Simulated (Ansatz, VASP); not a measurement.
One calculation of Fe, two programs

```
CELL_PARAMETERS angstrom
0.00000 1.75450 1.75450
1.75450 0.00000 1.75450
3.50900 3.50900 0.00000
ATOMIC_POSITIONS crystal
Fe 0.00000 0.00000 0.00000
Fe 0.00000 0.00000 0.50000
```

Change from the starting cell: parallel moments scaled by 0.1, plain SCF.

Alike in both runs: task single point; functional PBE; k mesh 12 × 12 × 6; occupations fermi-dirac, width 0.1 eV; collinear spin.

```csv
,VASP,Ansatz
version,VASP 6.6.1,Ansatz 0.2.0
potentials or method,"VASP PAW PBE potentials, release 64 (Fe)","PAW, plane waves, scalar-relativistic"
plane-wave cutoff (eV),520,420
valence electrons in the cell,16,32
```

Ansatz gave:

```
pressure (GPa)                                                : -3.4
net moment per atom (μB)                                      : 1.17
size of the moment on the site where the two differ most (μB) : 1.19
```

Question: What did VASP give for the same quantities?

Answer: Pressure (GPa): -13.1; net moment per atom (μB): 0.00; size of the moment on the site where the two differ most (μB): 0.00.

The net moments differ so much that the two runs ended in different magnetic states, which moves the other rows too. Site moments also hang on the region over which each program counts them. The two sets of potentials don't hold the same shells in valence. Ansatz warned: «spin_hold_released».
